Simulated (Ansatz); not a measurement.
Input for Ansatz (plane-wave DFT, PAW):

```yaml
crystal:
  lattice:
    - [-0.0148544, 2.0390829, 2.0390829]
    - [2.1345815, -0.0496272, 2.0738557]
    - [2.1345815, 2.0738557, -0.0496272]
  atoms:
    - { symbol: Ta, position: [0.0, 0.0, 0.0] }
basis:
  ecutwfc: 420
kpoints:
  mp_grid: { grid: [16, 14, 14] }
hamiltonian:
  xc: pbe
scf:
  occupations: { method: gaussian, width: 0.1 }
output:
  forces: true
  stress: true
  eigenvalues: true
```

It can be run as
```bash
ansatz run input.yaml --threads 1 --pin off --backend cpu --events-out ev --progress --plain --runs-dir out  # memory cap (--max-ram) not shown
```

Level of theory: Ansatz, DFT PBE, scalar-relativistic, plane waves, PAW.

From the run's log, abridged (iterations and final results):

```
SCF iter   1: F=—  HF=-9932.008468 eV  |F-HF|=—  |Δ(HF+E_count)|=         —  Δρ=3.09e-3  dr2=8.81e-4  ethr=1.77e-3  ⟨swp⟩=5.2  Hψ=52516  notcnv=0
SCF iter   2: F=—  HF=-9932.008488 eV  |F-HF|=—  |Δ(HF+E_count)|=   2.02e-5  Δρ=1.88e-3  dr2=3.40e-4  ethr=6.78e-6  ⟨swp⟩=2.2  Hψ=18688  notcnv=0
SCF iter   3: F=—  HF=-9932.008573 eV  |F-HF|=—  |Δ(HF+E_count)|=   8.47e-5  Δρ=3.35e-4  dr2=8.26e-6  ethr=2.61e-6  ⟨swp⟩=2.0  Hψ=11723  notcnv=0
SCF iter   4: F=—  HF=-9932.008569 eV  |F-HF|=—  |Δ(HF+E_count)|=   4.14e-6  Δρ=1.40e-4  dr2=1.18e-6  ethr=6.36e-8  ⟨swp⟩=1.1  Hψ=9441  notcnv=0
SCF iter   5: F=-9932.008569 eV  HF=-9932.008569 eV  |F-HF|=5.63e-8  |Δ(HF+E_count)|=   8.24e-8  Δρ=2.73e-5  dr2=7.20e-8  ethr=9.06e-9  ⟨swp⟩=2.2  Hψ=14622  notcnv=0
SCF iter   6: F=-9932.008569 eV  HF=-9932.008569 eV  |F-HF|=3.62e-9  |Δ(HF+E_count)|=   3.35e-8  Δρ=1.07e-5  dr2=7.45e-9  ethr=5.54e-10  ⟨swp⟩=2.9  Hψ=34223  notcnv=0
SCF 1 converged in 6 iterations: F = -9932.008569 eV  dr2 = 7.45e-9
SCF converged after 6 iterations
Free energy (F): -9932.008569 eV
Harris-Foulkes:  -9932.008569 eV  (|F-HF|=3.62e-9)
Internal energy: -9932.001961 eV  (E = F + TS)
E sigma→0 (E₀):  -9932.005265 eV
Entropy (-TS):   -0.006608 eV (-6.608 meV/atom)
Fermi energy:    18.390883 eV
--- Per-component energies (eV) ---
  E_band       = -111.425939
  E_kinetic    = 365.357000
  E_local      = -564.712135  (includes V_loc(G=0)·N_el)
  E_nonlocal   = 14.390969
  E_hartree    = 194.973117
  E_xc         = -218.237581
  E_vxc        = -203.738351  (∫ρ·V_xc dr)
  E_paw        = -8396.429978  (= ΣΔE_a)
  E_vpaw       = -112.669421  (= ΣTr[D̂ρ^β])
  E_aug_tail   = 0.000153  (compensation charges beyond the density's cutoff)
  E_ewald      = -1327.343506
  E_smearing   = -0.006608  (= −TS)
--- Forces (eV/Å), atoms counted from 1 ---
  atom   1  Ta     0.00000000     0.00000000     0.00000000
--- Stress (GPa, compression-positive) ---
        4.922099       0.440992       0.440992
        0.440992       1.554533       2.469689
        0.440992       2.469689       1.554533
  P = ⅓ Tr σ = 2.6771 GPa (26.771 kbar)
--- Band table (eV; the first three rows and the last of 849) ---
  k-point 0: bands = ["-49.1307", "-15.1784", "-15.1303", "-15.0545", "10.2353", "18.5469", "18.6186", "19.3657", "21.6383", "22.1912", "30.5708"]
  k-point 1: bands = ["-49.1265", "-15.2225", "-15.1461", "-15.0609", "10.4353", "18.4324", "18.6517", "19.4583", "21.5673", "22.1056", "30.9786"]
  k-point 2: bands = ["-49.1147", "-15.3653", "-15.1694", "-15.0782", "11.0020", "18.0627", "18.8026", "19.6761", "21.4731", "21.9537", "31.9448"]
  k-point 848: bands = ["-49.0241", "-16.2119", "-15.3132", "-15.3023", "13.7963", "18.4900", "18.5301", "19.3878", "24.0759", "24.6143", "28.9840"]
```

The calculation finished and met its thresholds.

Spin–orbit coupling is left out, which can shift energies with elements as heavy as these.